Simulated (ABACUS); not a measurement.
NiSb:

```
Ni Sb
1.0
     3.57968   -0.15093    0.04836
    -1.92055    3.26557   -0.09796
     0.06309   -0.11114    5.94453
Ni Sb
2 2
Direct
  0.99951 0.00548 0.99840
  0.00213 0.99878 0.49869
  0.32857 0.66123 0.25176
  0.66979 0.33451 0.75116
```

The cell isn't the ideal one: cell sheared at random, sigma 0.06, atoms nudged by 0.01 Å.

Base run:

```yaml
Program: ABACUS 3.10.1
Functional: PBE
Potentials_or_basis: PseudoDojo NC SR 0.4.1 PBE standard
Cutoff: 1361 eV
Density_cutoff: 5442 eV
Basis: DZP LCAO (the cutoffs set its grid)
k_mesh: 9 × 8 × 5
Occupations: fermi-dirac, width 0.05 eV
Spin: collinear spin, ferromagnetic start
Starting_moments: "[1.0, 1.0, 0.0, 0.0] μB"
```

Its results: band gap on the k mesh none (metal or under the smearing width); pressure 12.6 GPa; net moment 0.00 μB per cell; largest force 0.667 eV/Å.

Task: The run is repeated on the same cell with these changes: basis from DZP LCAO (the cutoffs set its grid) to TZDP LCAO (the cutoffs set its grid); orbital files from Ni Ni_confined-atom_7au_3s2p2d1f.orb, Sb Sb_confined-atom_8au_2s2p2d.orb to Ni Ni_confined-atom_7au_4s3p3d1f.orb, Sb Sb_confined-atom_8au_3s3p3d1f.orb. What comes out?

Result: Band gap on the k mesh none (metal or under the smearing width); pressure 10.2 GPa; net moment 0.00 μB per cell; largest force 0.623 eV/Å.

Caveats: the atomic orbitals were generated for these runs and aren't a published set; the basis of atomic orbitals isn't converged, which shifts pressures, moduli and gaps.
